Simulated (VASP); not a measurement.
# Re under changes of volume

One of the cells (14.518 Å³/atom); the others are scaled copies at fixed shape and fractional positions:

```
CELL_PARAMETERS angstrom
1.37463 0.79365 6.65365
-1.37463 0.79365 6.65365
0.00000 -1.58729 6.65365
ATOMIC_POSITIONS crystal
Re 0.77783 0.77783 0.77783
Re 0.22217 0.22217 0.22217
Re 0.00000 0.00000 0.00000
```

This isn't the form of Re at room conditions, which is hcp.

| Property | Result |
| --- | --- |
| Program | VASP 6.6.1 |
| Functional | PBE |
| Potentials or basis | VASP PAW PBE potentials, release 64 (Re) |
| Cutoff | 520 eV |
| k mesh | 11 × 11 × 11 |
| Occupations | fermi-dirac, width 0.05 eV |
| Spin | no spin polarisation |

```csv
volume (Å³/atom),energy over the lowest point (meV/atom),pressure (GPa),largest force (eV/Å)
13.925,?,?,?
14.222,42.76,20.5,0.001
14.518,13.15,11.4,0.018
15.110,0.00,-4.0,0.039
15.407,13.37,-10.6,0.046
```

Task: What does the run at 13.925 Å³/atom give?

Result: Energy over the lowest point 90.05 meV/atom; pressure 30.6 GPa; largest force 0.018 eV/Å.

Worked out: A Birch-Murnaghan fit of order 2 (a polynomial in V^(-2/3)) to the other rows has its minimum at 14.95 Å³/atom with B0 = V·E''(V) = 372 GPa at fixed shape and positions, which overstates the stiffness. It gives 89.85 meV/atom at 13.925 Å³/atom, against the run's 90.05, and -dE/dV = 30.5 GPa, against 30.6.

Energies are extrapolated to zero smearing.
